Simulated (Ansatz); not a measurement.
# AlN (F-43m) in Ansatz: further runs

Runs on AlN. Level: LDA. Tasks: single point, equation of state.

Program: Ansatz 0.2.0. These are calculated values, not measurements. Logs are shortened: lines on timing, memory, paths and dates and some standing lists are left out, and cuts for length are marked.

### 1 The structure

The structure is cubic, space group F-43m (No. 216). Conventional cell: a = 4.368 Å, b = 4.368 Å, c = 4.368 Å, α = 90.00°, β = 90.00°, γ = 90.00°. Al (site symmetry -43m) is surrounded by 4 N at 1.89 Å. Around N (site symmetry -43m) lie 4 Al at 1.89 Å.

Measurements of this composition are mostly on another form, of space group No. 186.

### 2 Single point, LDA, 9.79 Å³/atom (volume scaled by 0.94)

Contents of input.yaml:

```yaml
crystal:
  lattice:
    - [0.0, 2.1394097525, 2.1394097525]
    - [2.1394097525, 0.0, 2.1394097525]
    - [2.1394097525, 2.1394097525, 0.0]
  atoms:
    - { symbol: Al, position: [0.0, 0.0, 0.0] }
    - { symbol: "N", position: [0.25, 0.25, 0.25] }
kpoints:
  mp_grid: { grid: [10, 10, 10] }
scf:
  occupations: { method: fermi_dirac, width: 0.05 }
hamiltonian:
  xc: lda
  pseudopotentials: { kind: all_electron, lapw: { basis_error: 0.001 } }
output:
  forces: true
  stress: true
  eigenvalues: true
```

Potentials or basis: all-electron LAPW, scalar-relativistic.

Run with:

```bash
ansatz run input.yaml --threads 1 --pin off --max-ram 3072MiB --backend cpu --events-out ev --progress --plain --runs-dir out
```

Output:

```text
Warning: RAYON_NUM_THREADS=1 ignored (pool sized by the plan → 1); use --threads N
LAPW: plane waves up to 10.191 Å⁻¹, error target 1.0e-3 eV per atom; small_component_spin mean_spin; N in spheres of 0.886 Å, 7 of its electrons in bands, Dirac shells []; Al in spheres of 0.967 Å, 11 of its electrons in bands, Dirac shells [] (how accurate: hamiltonian.pseudopotentials.lapw.basis_error, Limitations)
Engine: ansatz 0.2.0, aarch64-unknown-linux-gnu
Pseudopotentials: kind: all_electron
Pseudopotential: Al, LAPW, valence charge 11, lapw/all_electron/scalar/gaussian/Al, Koelling and Harmon's equation, gaussian nucleus
Pseudopotential: N, LAPW, valence charge 7, lapw/all_electron/scalar/gaussian/N, Koelling and Harmon's equation, gaussian nucleus
Functional definition: SPW92
  exchange = slater_x
  correlation = pw_c
Crystal: 2 atoms, lattice volume = 19.584 Å³
Basis set: ecut = 395.699569225176 eV, 339 PW (Γ), exchange–correlation at level 2
Bands: 13, of which v1, the nominal top of the filled ones, is band 9 counted from 1 (8 counted from 0)
Symmetry: 24 space group operations
Space group: F-43m (ITA 216), of the structure as read, at distance tolerance 2.7e-5 Å
k-points: 47 of 1000 (time reversal used)
Non-local potential: Al, projectors of the file, none
Non-local potential: N, projectors of the file, none
Initial density: superposition of atomic densities (chi_scale 0.1, normalization cell, long waves kept (reshape's long-wave potential 0.00 eV rms))
Initial wavefunctions: plane waves of lowest kinetic energy (no species holds an atomic orbital)
Functional: x = slater, c = lda
iter 1 solved again at ethr=3.27e-2 eV; its pass at ethr=1.00e-1 eV (dr2=5.88e0 eV) is discarded
SCF iter   1: F=—  HF=-8068.680718 eV  |F-HF|=—  |Δ(HF+E_count)|=         —  Δρ=1.61e-1  dr2=5.88e0  ethr=3.27e-2  ⟨swp⟩=2.0  Hψ=4128  notcnv=0
preconditioner: auto → none  [insulator: Δε(μ)=6.534 eV  Ē_g=17.564 eV  σ=0.050 eV  W_gap=1.00  n_scr=8 (ndim 8)  ℏωp=23.7 eV  f_vac=0.000  D(μ)=0.00/eV (n_scr^D=0)  ε∞_Penn≈2.8]
iter 2 solved again at ethr=1.61e-3 eV; its pass at ethr=3.27e-2 eV (dr2=2.90e-1 eV) is discarded
SCF iter   2: F=—  HF=-8066.419071 eV  |F-HF|=—  |Δ(HF+E_count)|=    2.26e0  Δρ=4.81e-2  dr2=2.90e-1  ethr=1.61e-3  ⟨swp⟩=2.0  Hψ=3302  notcnv=0
SCF iter   3: F=—  HF=-8066.069620 eV  |F-HF|=—  |Δ(HF+E_count)|=   3.49e-1  Δρ=1.73e-2  dr2=4.82e-2  ethr=1.61e-3  ⟨swp⟩=3.0  Hψ=2001  notcnv=0
SCF iter   4: F=—  HF=-8066.052886 eV  |F-HF|=—  |Δ(HF+E_count)|=         —  Δρ=7.43e-4  dr2=1.28e-4  ethr=2.68e-4  ⟨swp⟩=2.0  Hψ=1829  notcnv=0
the basis was enlarged: its passes take 53.0 KiB over the memory plan, 1 of 1 planned eigensolver slots
SCF iter   5: F=—  HF=-8066.052702 eV  |F-HF|=—  |Δ(HF+E_count)|=   1.84e-4  Δρ=3.24e-4  dr2=2.38e-5  ethr=7.10e-7  ⟨swp⟩=2.0  Hψ=1645  notcnv=0
SCF iter   6: F=—  HF=-8066.052684 eV  |F-HF|=—  |Δ(HF+E_count)|=   1.78e-5  Δρ=8.41e-5  dr2=6.98e-7  ethr=1.32e-7  ⟨swp⟩=2.0  Hψ=1645  notcnv=0
SCF iter   7: F=-8066.052684 eV  HF=-8066.052684 eV  |F-HF|=6.50e-9  |Δ(HF+E_count)|=   5.60e-7  Δρ=9.27e-6  dr2=1.03e-8  ethr=3.88e-9  ⟨swp⟩=2.0  Hψ=1645  notcnv=0
SCF 1 converged in 7 iterations: F = -8066.052684 eV  dr2 = 1.03e-8
SCF converged after 7 iterations
Free energy (F): -8066.052684 eV
Harris-Foulkes:  -8066.052684 eV  (|F-HF|=6.50e-9)
Internal energy: -8066.052684 eV  (E = F + TS)
E sigma→0 (E₀):  -8066.052684 eV
Fermi energy:    10.655332 eV
--- Per-component energies (eV) ---
  E_band       = -1185.938251
  E_kinetic    = 8069.399420
  E_xc         = -662.514804
  E_electrostatic = -15472.937299  (all electrons and nuclei)
  E_smearing   = -0.000000  (= −TS)
  E_closure    = 0.000000  (closes the sum)
  E_atoms      = -8049.684938  (free atoms, spherical and without spin; not in F)
  Σ components = -8066.052684   (vs F -8066.052684, Δ=0.00e0)
  Basis errors (estimates in eV, not in F): energy 4.7e-4 per atom: plane waves 4.4e-4 (2.7e-4 summed), levels above the bands 6.1e-109, relativity 9.0e-9, radial functions 2.4e-5, core shells 8.7e-12; eigenvalues (radial functions only) 3.2e-6; not estimated: angular momenta, meshes, grids; target (lapw.basis_error) 1.0e-3; muffin-tin radii N 0.886 Å, Al 0.967 Å
--- Forces (eV/Å), atoms counted from 1 ---
  atom   1  Al     0.00000000    -0.00000000     0.00000000
  atom   2  N     -0.00000000     0.00000000    -0.00000000
  max |Σ_I F_I| component: 3.70e-17 eV/Å
--- Stress (GPa, compression-positive) ---
       10.140005       0.000000      -0.000000
        0.000000      10.140005       0.000000
       -0.000000       0.000000      10.140005
  P = ⅓ Tr σ = 10.1400 GPa (101.400 kbar)
--- Band table (eV; the first three rows and the last of 47) ---
  k-point 0: bands = ["-360.8557", "-90.2229", "-52.4178", "-52.4178", "-52.4178", "-6.2226", "8.9759", "8.9759", "8.9759", "13.7658", "21.9246", "21.9246", "21.9246"]
  k-point 1: bands = ["-360.8557", "-90.2228", "-52.4192", "-52.4180", "-52.4180", "-6.0618", "8.1675", "8.9229", "8.9229", "14.3934", "21.5395", "22.0649", "22.0649"]
  k-point 2: bands = ["-360.8557", "-90.2224", "-52.4229", "-52.4186", "-52.4186", "-5.6019", "6.5094", "8.7908", "8.7908", "15.4800", "20.7390", "21.9533", "21.9533"]
  k-point 46: bands = ["-360.8557", "-90.2210", "-52.4293", "-52.4263", "-52.4236", "-3.1247", "4.7119", "5.7016", "6.1886", "14.7530", "20.0888", "21.8150", "22.2196"]
```

Run time: 16 s. Hardware: 1 thread of Arm Neoverse N1, shared host; peak memory 0.25 GiB.

What came out:

```
Free energy            : -8066.0527 eV
Pressure               : 10.1 GPa
Band gap on the k mesh : 3.26 eV, indirect (least direct gap 4.79 eV)
```

### 3 Single point, LDA, 10.00 Å³/atom (volume scaled by 0.96)

input.yaml: that of step 2 with these lines changed.

```diff
@@ -2,5 +2,5 @@
   lattice:
-    - [0.0, 2.1394097525, 2.1394097525]
-    - [2.1394097525, 0.0, 2.1394097525]
-    - [2.1394097525, 2.1394097525, 0.0]
+    - [0.0, 2.1544765148, 2.1544765148]
+    - [2.1544765148, 0.0, 2.1544765148]
+    - [2.1544765148, 2.1544765148, 0.0]
   atoms:
```

Potentials or basis: all-electron LAPW, scalar-relativistic.

Run with:

```bash
ansatz run input.yaml --threads 1 --pin off --max-ram 3072MiB --backend cpu --events-out ev --progress --plain --runs-dir out
```

It took 16 s on 1 thread of Arm Neoverse N1, shared host; peak memory 0.25 GiB.

The run converged. Its results:

* Free energy: -8066.0724 eV
* Pressure: 5.1 GPa
* Band gap on the k mesh: 3.25 eV, indirect (least direct gap 4.60 eV)

### 4 Single point, LDA, 10.21 Å³/atom (volume scaled by 0.98)

input.yaml: that of step 3 with these lines changed.

```diff
@@ -2,5 +2,5 @@
   lattice:
-    - [0.0, 2.1544765148, 2.1544765148]
-    - [2.1544765148, 0.0, 2.1544765148]
-    - [2.1544765148, 2.1544765148, 0.0]
+    - [0.0, 2.169335443, 2.169335443]
+    - [2.169335443, 0.0, 2.169335443]
+    - [2.169335443, 2.169335443, 0.0]
   atoms:
```

Run with:

```bash
ansatz run input.yaml --threads 1 --pin off --max-ram 3072MiB --backend cpu --events-out ev --progress --plain --runs-dir out
```

It took 16 s on 1 thread of Arm Neoverse N1, shared host; peak memory 0.25 GiB.

It converged, with:

```
Free energy            : -8066.0796 eV
Pressure               : 0.5 GPa
Band gap on the k mesh : 3.25 eV, indirect (least direct gap 4.41 eV)
```

### 5 Single point, LDA, 10.42 Å³/atom

input.yaml: that of step 4 with these lines changed.

```diff
@@ -2,5 +2,5 @@
   lattice:
-    - [0.0, 2.169335443, 2.169335443]
-    - [2.169335443, 0.0, 2.169335443]
-    - [2.169335443, 2.169335443, 0.0]
+    - [0.0, 2.1839935596, 2.1839935596]
+    - [2.1839935596, 0.0, 2.1839935596]
+    - [2.1839935596, 2.1839935596, 0.0]
   atoms:
```

Run with:

```bash
ansatz run input.yaml --threads 1 --pin off --max-ram 3072MiB --backend cpu --events-out ev --progress --plain --runs-dir out
```

Run time: 14 s. Hardware: 1 thread of Arm Neoverse N1, shared host; peak memory 0.25 GiB.

Results (log left out):

```yaml
Free_energy: -8066.0755 eV
Pressure: -3.6 GPa
Band_gap_on_the_k_mesh: 3.24 eV, indirect (least direct gap 4.23 eV)
```

### 6 Single point, LDA, 10.63 Å³/atom (volume scaled by 1.02)

input.yaml: that of step 5 with these lines changed.

```diff
@@ -2,5 +2,5 @@
   lattice:
-    - [0.0, 2.1839935596, 2.1839935596]
-    - [2.1839935596, 0.0, 2.1839935596]
-    - [2.1839935596, 2.1839935596, 0.0]
+    - [0.0, 2.1984575146, 2.1984575146]
+    - [2.1984575146, 0.0, 2.1984575146]
+    - [2.1984575146, 2.1984575146, 0.0]
   atoms:
```

Potentials or basis: all-electron LAPW, scalar-relativistic.

Run with:

```bash
ansatz run input.yaml --threads 1 --pin off --max-ram 3072MiB --backend cpu --events-out ev --progress --plain --runs-dir out
```

It took 14 s on 1 thread of Arm Neoverse N1, shared host; peak memory 0.24 GiB.

Results (log left out):

* Free energy: -8066.0613 eV
* Pressure: -7.3 GPa
* Band gap on the k mesh: 3.23 eV, indirect (least direct gap 4.05 eV)

### 7 Single point, LDA, 10.83 Å³/atom (volume scaled by 1.04)

input.yaml: that of step 6 with these lines changed.

```diff
@@ -2,5 +2,5 @@
   lattice:
-    - [0.0, 2.1984575146, 2.1984575146]
-    - [2.1984575146, 0.0, 2.1984575146]
-    - [2.1984575146, 2.1984575146, 0.0]
+    - [0.0, 2.2127336128, 2.2127336128]
+    - [2.2127336128, 0.0, 2.2127336128]
+    - [2.2127336128, 2.2127336128, 0.0]
   atoms:
```

Run with:

```bash
ansatz run input.yaml --threads 1 --pin off --max-ram 3072MiB --backend cpu --events-out ev --progress --plain --runs-dir out
```

Run time: 14 s. Hardware: 1 thread of Arm Neoverse N1, shared host; peak memory 0.24 GiB.

The run converged. Its results:

```
Free energy            : -8066.0378 eV
Pressure               : -10.7 GPa
Band gap on the k mesh : 3.22 eV, indirect (least direct gap 3.88 eV)
```

### 8 Single point, LDA, 11.04 Å³/atom (volume scaled by 1.06)

input.yaml: that of step 7 with these lines changed.

```diff
@@ -2,5 +2,5 @@
   lattice:
-    - [0.0, 2.2127336128, 2.2127336128]
-    - [2.2127336128, 0.0, 2.2127336128]
-    - [2.2127336128, 2.2127336128, 0.0]
+    - [0.0, 2.2268278375, 2.2268278375]
+    - [2.2268278375, 0.0, 2.2268278375]
+    - [2.2268278375, 2.2268278375, 0.0]
   atoms:
```

Run with:

```bash
ansatz run input.yaml --threads 1 --pin off --max-ram 3072MiB --backend cpu --events-out ev --progress --plain --runs-dir out
```

Wall time 14 s (1 thread of Arm Neoverse N1, shared host); peak memory 0.24 GiB.

Results (log left out):

```
Free energy            : -8066.0059 eV
Pressure               : -13.8 GPa
Band gap on the k mesh : 3.21 eV, indirect (least direct gap 3.72 eV)
```

### 9 Equation of state, LDA

Potentials or basis: all-electron LAPW, scalar-relativistic.

No new run: the results of the series are fitted here.

What came out:

- Equilibrium volume: 10.24 Å³/atom
- Bulk modulus: 210 GPa
- Pressure derivative of the bulk modulus: 3.9

Energy against volume, from the lowest point:
```
volume (Å³/atom)  energy (meV/atom)
           9.792              13.46
          10.001               3.61
          10.209               0.00
          10.417               2.03
          10.626               9.15
          10.834              20.91
          11.042              36.86
```
